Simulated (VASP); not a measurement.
# NaI (Fm-3m) in VASP: notebook

Runs on NaI. Level: PBE. Tasks: single point.

Everything below comes from runs of VASP 6.6.1. Logs are shortened: lines on timing, memory, paths and dates and some standing lists are left out, and cuts for length are marked.

## 1. Starting point

Symmetry: Fm-3m, No. 225, cubic system. Conventional cell: a = 6.473 Å, b = 6.473 Å, c = 6.473 Å, α = 90.00°, β = 90.00°, γ = 90.00°. Around I (site symmetry m-3m) lie 6 Na at 3.24 Å. Around Na (site symmetry m-3m) lie 6 I at 3.24 Å.

## 2. Single point, PBE

File INCAR:

```
SYSTEM = NaI
PREC = Normal ; ENCUT = 450
EDIFF = 1E-4 ; ISMEAR = 0
SIGMA = 0.05 ; LREAL = Auto
LASPH = .TRUE. ; NELM = 100
ALGO = Normal ; ISIF = 2
LWAVE = .FALSE. ; LCHARG = .FALSE.
GGA = PE ; NBANDS = 14
ADDGRID = .FALSE.
```

File KPOINTS:

```
Automatic mesh
0
G
  5 5 5
  0 0 0
```

File POSCAR:

```
NaI
1.0
    0.0000000000      3.2364000000      3.2364000000
    3.2364000000      0.0000000000      3.2364000000
    3.2364000000      3.2364000000      0.0000000000
I Na
1 1
Direct
    0.5000000000      0.5000000000      0.5000000000
    0.0000000000      0.0000000000      0.0000000000
```

Potentials or basis: VASP PAW PBE potentials, release 64 (I, Na_pv).

On the command line:

```sh
$ cat potpaw_PBE.64/I/POTCAR potpaw_PBE.64/Na_pv/POTCAR > POTCAR
$ mpirun -np 1 vasp_std > vasp.out
```

OUTCAR:

```text
SYSTEM = NaI
   PREC = Normal
   ENCUT = 450
   EDIFF = 1E-4
   ISMEAR = 0
   LREAL = Auto
   LASPH = .TRUE.
   NELM = 100
   ISIF = 2
   GGA = PE

 Found     10 irreducible k-points:

 Following reciprocal coordinates:
            Coordinates               Weight
  0.000000  0.000000  0.000000      1.000000
  0.200000  0.000000  0.000000      8.000000
  0.400000  0.000000  0.000000      8.000000
  0.200000  0.200000  0.000000      6.000000
  0.400000  0.200000  0.000000     24.000000
 -0.400000  0.200000  0.000000     24.000000
   k-points           NKPTS =     10   k-points in BZ     NKDIM =     10   number of bands    NBANDS=     14
   number of dos      NEDOS =    301   number of ions     NIONS =      2
   total plane-waves  NPLWV =  13824
   dimension x,y,z NGX =    24 NGY =   24 NGZ =   24
   dimension x,y,z NGXF=    48 NGYF=   48 NGZF=   48
   ions per type =               1   1
   NGX,Y,Z   is equivalent  to a cutoff of   8.72,  8.72,  8.72 a.u.
   NGXF,Y,Z  is equivalent  to a cutoff of  17.43, 17.43, 17.43 a.u.
 SYSTEM =  NaI
   PREC   = normal    normal or accurate (medium, high low for compatibility)
   ISTART =      0    job   : 0-new  1-cont  2-samecut
   ICHARG =      2    charge: 1-file 2-atom 10-const
   ISPIN  =      1    spin polarized calculation?
   LNONCOLLINEAR =      F non collinear calculations
   LSORBIT =      F    spin-orbit coupling
   LASPH  =      T    aspherical Exc in radial PAW
   ENCUT  =  450.0 eV  33.07 Ry    5.75 a.u.   7.92  7.92  7.92*2*pi/ulx,y,z
   NELM   =    100;   NELMIN=  2; NELMDL= -5     # of ELM steps
   EDIFF  = 0.1E-03   stopping-criterion for ELM
   LREAL  =      T    real-space projection
   EDIFFG = 0.1E-02   stopping-criterion for IOM
   NSW    =      0    number of steps for IOM
   IBRION =     -1    ionic relax: 0-MD 1-quasi-New 2-CG
   NFREE  =      0    steps in history (QN), initial steepest desc. (CG)
   ISIF   =      2    stress and relaxation
   ISYM   =      2    0-nonsym 1-usesym 2-fastsym
   POTIM  = 0.5000    time-step for ionic-motion
   TEBEG  =    0.0;   TEEND  =   0.0 temperature during run
   PSTRESS=    0.0 pullay stress
   NELECT =      14.0000    total number of electrons
   NUPDOWN=      -1.0000    fix difference up-down
   EMIN   =  10.00;   EMAX   =-10.00  energy-range for DOS
   EFERMI =   0.00;   METHOD = LEGACY
   ISMEAR =     0;   SIGMA  =   0.05  broadening in eV -4-tet -1-fermi 0-gaus
   EFERMI_NEDOS =   21; number of points for ismear=-14 and -15
   IALGO  =     38    algorithm
   IMIX   =      4    mixing-type and parameters
     AMIX     =   0.40;   BMIX     =  1.00
     AMIX_MAG =   1.60;   BMIX_MAG =  1.00
  volume/ion in A,a.u.               =      33.90       228.76
  Fermi-wavevector in a.u.,A,eV,Ry     =   0.967636  1.828567 12.739397  0.936319
  Thomas-Fermi vector in A             =   2.097538
   LORBIT       =      0    0 simple, 1 ext, 2 COOP (PROOUT), +10 PAW based schemes
   GGA     = PE    functional components
   LHFCALC =     F    Hartree Fock is set to
   AEXX    =    0.0000 exact exchange contribution
   IVDW    =     0    specifies the selected vdW correction
   LEPSILON=     F    determine dielectric tensor
   LRPA    =     F    only Hartree local field effects (RPA)
 non-spin polarized calculation
 Gauss-broadening in eV      SIGMA  =   0.05
  energy-cutoff  :      450.00
  volume of cell :       67.80
 maximum number of plane-waves:      1479
   NGX = 15   NGY = 15   NGZ = 15

 number of electron      13.9999925 magnetization

 Free energy of the ion-electron system (eV)
  ---------------------------------------------------
  ext. energy  EPLUGINS =         0.00000000
  ---------------------------------------------------
  free energy    TOTEN  =        -5.38430549 eV

  energy without entropy =       -5.38430549  energy(sigma->0) =       -5.38430549

 E-fermi :   1.1161     XC(G=0):  -7.7065

 val. band max:        0.8064281791   @ k =   0.0000   0.0000   0.0000
 cond. band min:       4.4440404547   @ k =   0.0000   0.0000   0.0000
 fundamental gap:      3.6376122755
 Fermi energy:         1.1160503811

 k-point     1 :       0.0000    0.0000    0.0000
  band No.  band energies     occupation
      1     -21.6268      2.00000
      2     -21.6267      2.00000
      3     -21.6267      2.00000
      4     -10.2120      2.00000
      5       0.8064      2.00000
      6       0.8064      2.00000
      7       0.8064      2.00000
      8       4.4440      0.00000
      9       8.7360      0.00000
     10       8.7360      0.00000
     11       8.7360      0.00000
     12      10.5555      0.00000
     13      10.5555      0.00000
     14      11.2349      0.00000

 k-point     2 :       0.2000    0.0000    0.0000
  band No.  band energies     occupation
      1     -21.6286      2.00000
      2     -21.6269      2.00000
      3     -21.6268      2.00000
      4     -10.1091      2.00000
      5      -0.1535      2.00000
      6       0.7035      2.00000
      7       0.7035      2.00000
      8       5.4752      0.00000
      9       8.2174      0.00000
     10       8.8981      0.00000
     11       8.8982      0.00000
     12      10.0921      0.00000
     13      10.0921      0.00000
     14      11.4552      0.00000

 k-point     3 :       0.4000    0.0000    0.0000
  band No.  band energies     occupation
      1     -21.6316      2.00000
      2     -21.6271      2.00000
      3     -21.6270      2.00000
      4      -9.9304      2.00000
      5      -1.2191      2.00000
      6       0.5500      2.00000
      7       0.5500      2.00000
      8       5.9137      0.00000
      9       8.3455      0.00000
     10       8.3456      0.00000
     11       9.2571      0.00000
     12      10.9247      0.00000
     13      11.8635      0.00000
     14      11.8635      0.00000

 k-point     4 :       0.2000    0.2000    0.0000
  band No.  band energies     occupation
      1     -21.6283      2.00000
      2     -21.6273      2.00000
      3     -21.6273      2.00000
      4     -10.0777      2.00000
      5      -0.1273      2.00000
      6       0.5192      2.00000
      7       0.5192      2.00000
      8       5.8311      0.00000
      9       7.4908      0.00000
     10       8.5466      0.00000
     11       9.5937      0.00000
     12       9.5937      0.00000
     13      10.9985      0.00000
     14      13.2522      0.00000

 k-point     5 :       0.4000    0.2000    0.0000
  band No.  band energies     occupation
      1     -21.6304      2.00000
      2     -21.6277      2.00000
      3     -21.6276      2.00000
      4      -9.9276      2.00000
      5      -0.8811      2.00000
      6       0.2110      2.00000
      7       0.3515      2.00000
      8       6.3730      0.00000
      9       7.5010      0.00000
     10       8.1581      0.00000
     11       9.3995      0.00000
     12      11.0828      0.00000
     13      12.4328      0.00000
     14      12.9235      0.00000

 k-point     6 :      -0.4000    0.2000    0.0000
  band No.  band energies     occupation
      1     -21.6312      2.00000
      2     -21.6283      2.00000
      3     -21.6274      2.00000
      4      -9.8646      2.00000
      5      -1.1210      2.00000
      6      -0.0892      2.00000
      7       0.4138      2.00000
      8       6.6579      0.00000
      9       7.4620      0.00000
     10       8.8791      0.00000
     11       9.1927      0.00000
     12      11.5462      0.00000
     13      11.7268      0.00000
     14      12.7219      0.00000

 [... further k-points ...]

------------------------ aborting loop because EDIFF is reached ----------------------------------------

  FORCE on cell =-STRESS in cart. coord.  units (eV):
  Direction    XX          YY          ZZ          XY          YZ          ZX
  --------------------------------------------------------------------------------------
  -------------------------------------------------------------------------------------
  Total        0.1423273      0.1423273      0.1423273      0.0000000     -0.0000000      0.0000000
  in kB        3.3634289      3.3634289      3.3634289      0.0000000     -0.0000000      0.0000000
  external PRESSURE =       3.3634289 kB  Pullay stress =       0.0000000 kB

 VOLUME and BASIS-vectors are now :
 -----------------------------------------------------------------------------
  energy-cutoff  :      450.00
  volume of cell :       67.80
      direct lattice vectors                 reciprocal lattice vectors
     0.000000000  3.236400000  3.236400000    -0.154492646  0.154492646  0.154492646
     3.236400000  0.000000000  3.236400000     0.154492646 -0.154492646  0.154492646
     3.236400000  3.236400000  0.000000000     0.154492646  0.154492646 -0.154492646

 POSITION                                       TOTAL-FORCE (eV/Angst)
 -----------------------------------------------------------------------------------
      3.23640      3.23640      3.23640        -0.000000      0.000000     -0.000000
      0.00000      0.00000      0.00000         0.000000     -0.000000      0.000000
 -----------------------------------------------------------------------------------
    total drift:                                0.000000     -0.000000     -0.000000

  FREE ENERGIE OF THE ION-ELECTRON SYSTEM (eV)
  ---------------------------------------------------
  free  energy   TOTEN  =        -5.3843054894 eV

  energy  without entropy=       -5.3843054894  energy(sigma->0) =       -5.38430549
```

Wall time 7.2 s (1 thread of Intel Xeon Platinum 8488C (Sapphire Rapids), shared host); peak memory 0.13 GiB.

These settings aren't checked as converged: the numbers below hold their error.

What came out:

```
Free energy            : -5.3843 eV
Pressure               : 0.3 GPa
Band gap on the k mesh : 3.64 eV, direct
```

Caveat: spin-orbit coupling is left out, which moves the levels of the heavy elements.

## 3. Single point, PBE

File INCAR:

```
SYSTEM = NaI
PREC = Accurate ; ENCUT = 550
EDIFF = 1E-6 ; ISMEAR = 0
SIGMA = 0.05 ; LREAL = .FALSE.
LASPH = .TRUE. ; NELM = 100
ALGO = Normal ; ISIF = 2
LWAVE = .FALSE. ; LCHARG = .FALSE.
GGA = PE ; NBANDS = 14
ADDGRID = .FALSE.
```

KPOINTS is that of step 2.

POSCAR is that of step 2.

Potentials or basis: VASP PAW PBE potentials, release 64 (I, Na_pv).

On the command line:

```sh
$ cat potpaw_PBE.64/I/POTCAR potpaw_PBE.64/Na_pv/POTCAR > POTCAR
$ mpirun -np 1 vasp_std > vasp.out
```

It took 12 s on 1 thread of Intel Xeon Platinum 8488C (Sapphire Rapids), shared host; peak memory 0.2 GiB.

The run converged, but some of its settings lie outside the range that counts as converged, so its numbers aren't taken as properties of the crystal.

What came out:

| Quantity | Value |
| --- | --- |
| Free energy | -5.3842 eV |
| Pressure | 0.5 GPa |
| Band gap on the k mesh | 3.64 eV, direct |

Caveat: spin-orbit coupling is left out, which moves the levels of the heavy elements.

## 4. Single point, PBE

Edit INCAR of step 3 so:

```diff
@@ -1,3 +1,3 @@
 SYSTEM = NaI
-PREC = Accurate ; ENCUT = 550
+PREC = Accurate ; ENCUT = 250
 EDIFF = 1E-6 ; ISMEAR = 0
```

File KPOINTS:

```
Automatic mesh
0
G
  8 8 8
  0 0 0
```

POSCAR is that of step 3.

Potentials or basis: VASP PAW PBE potentials, release 64 (I, Na_pv).

On the command line:

```sh
$ cat potpaw_PBE.64/I/POTCAR potpaw_PBE.64/Na_pv/POTCAR > POTCAR
$ mpirun -np 1 vasp_std > vasp.out
```

OUTCAR:

```text
SYSTEM = NaI
   PREC = Accurate
   ENCUT = 250
   EDIFF = 1E-6
   ISMEAR = 0
   LREAL = .FALSE.
   LASPH = .TRUE.
   NELM = 100
   ISIF = 2
   GGA = PE

 Found     29 irreducible k-points:

 Following reciprocal coordinates:
            Coordinates               Weight
  0.000000  0.000000  0.000000      1.000000
  0.125000  0.000000  0.000000      8.000000
  0.250000  0.000000  0.000000      8.000000
  0.375000  0.000000  0.000000      8.000000
  0.500000  0.000000  0.000000      4.000000
  0.125000  0.125000  0.000000      6.000000
   k-points           NKPTS =     29   k-points in BZ     NKDIM =     29   number of bands    NBANDS=     14
   number of dos      NEDOS =    301   number of ions     NIONS =      2
   total plane-waves  NPLWV =  13824
   dimension x,y,z NGX =    24 NGY =   24 NGZ =   24
   dimension x,y,z NGXF=    48 NGYF=   48 NGZF=   48
   ions per type =               1   1
   NGX,Y,Z   is equivalent  to a cutoff of   8.72,  8.72,  8.72 a.u.
   NGXF,Y,Z  is equivalent  to a cutoff of  17.43, 17.43, 17.43 a.u.
 SYSTEM =  NaI
   PREC   = accura    normal or accurate (medium, high low for compatibility)
   ISTART =      0    job   : 0-new  1-cont  2-samecut
   ICHARG =      2    charge: 1-file 2-atom 10-const
   ISPIN  =      1    spin polarized calculation?
   LNONCOLLINEAR =      F non collinear calculations
   LSORBIT =      F    spin-orbit coupling
   LASPH  =      T    aspherical Exc in radial PAW
[... 73 lines left out ...]
     14      11.2424      0.00000
[... 71 lines left out ...]
      1     -21.6654      2.00000
      2     -21.6653      2.00000
      3     -21.6651      2.00000
      4     -10.1555      2.00000
      5       0.3369      2.00000
      6       0.6781      2.00000
      7       0.6781      2.00000
      8       5.1384      0.00000
      9       8.0619      0.00000
     10       9.0896      0.00000
     11       9.0896      0.00000
     12       9.3304      0.00000
     13      10.7311      0.00000
     14      12.3384      0.00000

 [... further k-points ...]

------------------------ aborting loop because EDIFF is reached ----------------------------------------

  FORCE on cell =-STRESS in cart. coord.  units (eV):
  Direction    XX          YY          ZZ          XY          YZ          ZX
  --------------------------------------------------------------------------------------
  -------------------------------------------------------------------------------------
  Total       -0.4069826     -0.4069826     -0.4069826      0.0000000      0.0000000     -0.0000000
  in kB       -9.6176690     -9.6176690     -9.6176690      0.0000000      0.0000000     -0.0000000
  external PRESSURE =      -9.6176690 kB  Pullay stress =       0.0000000 kB

 VOLUME and BASIS-vectors are now :
 -----------------------------------------------------------------------------
  energy-cutoff  :      250.00
  volume of cell :       67.80
      direct lattice vectors                 reciprocal lattice vectors
     0.000000000  3.236400000  3.236400000    -0.154492646  0.154492646  0.154492646
     3.236400000  0.000000000  3.236400000     0.154492646 -0.154492646  0.154492646
     3.236400000  3.236400000  0.000000000     0.154492646  0.154492646 -0.154492646

 POSITION                                       TOTAL-FORCE (eV/Angst)
 -----------------------------------------------------------------------------------
      3.23640      3.23640      3.23640        -0.000000     -0.000000      0.000000
      0.00000      0.00000      0.00000         0.000000      0.000000     -0.000000
 -----------------------------------------------------------------------------------
    total drift:                                0.000000     -0.000000     -0.000000

  FREE ENERGIE OF THE ION-ELECTRON SYSTEM (eV)
  ---------------------------------------------------
  free  energy   TOTEN  =        -5.3765512152 eV

  energy  without entropy=       -5.3765512152  energy(sigma->0) =       -5.37655122
```

OSZICAR:

```text
N       E                     dE             d eps       ncg     rms          rms(c)
DAV:   1     0.531778529707E+02    0.53178E+02   -0.47197E+03   880   0.507E+02
DAV:   2    -0.220584630247E+01   -0.55384E+02   -0.52906E+02   944   0.154E+02
DAV:   3    -0.538344327966E+01   -0.31776E+01   -0.31691E+01  1034   0.398E+01
DAV:   4    -0.544433755560E+01   -0.60894E-01   -0.60889E-01  1126   0.574E+00
DAV:   5    -0.544494272103E+01   -0.60517E-03   -0.60516E-03  1070   0.486E-01    0.160E+00
DAV:   6    -0.538289873887E+01    0.62044E-01   -0.72342E-02   986   0.165E+00    0.111E+00
DAV:   7    -0.537448300407E+01    0.84157E-02   -0.63362E-02  1022   0.133E+00    0.635E-01
DAV:   8    -0.537657355548E+01   -0.20906E-02   -0.55253E-03   956   0.590E-01    0.188E-01
DAV:   9    -0.537653004556E+01    0.43510E-04   -0.21132E-04   914   0.126E-01    0.381E-02
DAV:  10    -0.537654849951E+01   -0.18454E-04   -0.32337E-05   980   0.556E-02    0.579E-03
DAV:  11    -0.537655076203E+01   -0.22625E-05   -0.32017E-06   986   0.145E-02    0.206E-03
DAV:  12    -0.537655121521E+01   -0.45318E-06   -0.51734E-07   914   0.511E-03
   1 F= -.53765512E+01 E0= -.53765512E+01  d E =-.495160E-21
```

It used 4.3 s of CPU time on 1 thread of Intel(R) Xeon(R) Platinum 8488C (Sapphire Rapids), on a shared host, which was overloaded at the time.

The run converged, but a check on its numbers failed (symmetry, net force, bounds or a known fault of this set-up), so they aren't taken as properties of the crystal.

Caveat: the cutoff lies under the usual one of these potentials, so the numbers hold a large basis-set error; spin-orbit coupling is left out, which moves the levels of the heavy elements.
